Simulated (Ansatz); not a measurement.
An elastic constant from a strain scan in InSb

Theory: DFT LDA, scalar-relativistic, plane waves, PAW in Ansatz 0.2.0. Cutoff 420 eV, Γ-centred 12×12×12 k-points, Gaussian smearing of 0.15 eV. No spin polarisation. Energies are free energies at this smearing, counted from the undisturbed cell; pressure is positive in compression.

The undisturbed cell (as given, not relaxed at this level; it stands at -0.6 GPa):

```
In Sb
1.0
     0.00000    3.23910    3.23910
     3.23910    0.00000    3.23910
     3.23910    3.23910    0.00000
In Sb
1 1
Direct
  0.00000 0.00000 0.00000
  0.75000 0.75000 0.75000
```

The cell is strained by ε times the Voigt pattern (0, 0, 1, 0, 0, 0) (xx, yy, zz, yz, xz, xy; engineering shear) with fractional coordinates fixed. The cell holds 2 atoms in V0 = 67.97 Å³. The stress column is τ = (1/V0) dE/dε, got from the stress tensor σ (compression positive) at each point as −det(1 + εP) σ : P(1 + εP)⁻¹, with P the pattern as a tensor.

```csv
ε,ΔE (meV/atom),τ (GPa)
-0.0400,6.066,-2.069
-0.0300,2.411,-1.379
-0.0200,0.205,-0.704
0.0000,0.000,0.596
0.0100,1.925,1.220
0.0300,9.668,2.418
0.0400,?,?
```

Task: Which combination of elastic constants does this scan measure, and how large is it?

Result: For small ε, τ = τ0 + Kε with K = pᵀCp, which for this pattern is C11 in the cubic axes. The parabola through τ at ε = -0.0200, 0 and 0.0100 has slope K = 63 GPa at zero. The energies per cell, E = NΔE, of the same two points give K = 2[E(ε₊)/ε₊ − E(ε₋)/ε₋]/[(ε₊ − ε₋)V0] = 64 GPa, in agreement.

Task: Predict the withheld row at ε = 0.0400 from the harmonic law, and compare.

Result: ΔE = V0(τ0 ε + Kε²/2)/N = 15.798 meV/atom and τ = 3.13 GPa. The calculation gives 15.406 meV/atom and 2.99 GPa, a miss of 2.5 % of the harmonic energy, so the harmonic law still holds on this side, though at ε = -0.0400 the energy lies 7 % above it.

In a metal these slopes depend on the k mesh and the smearing.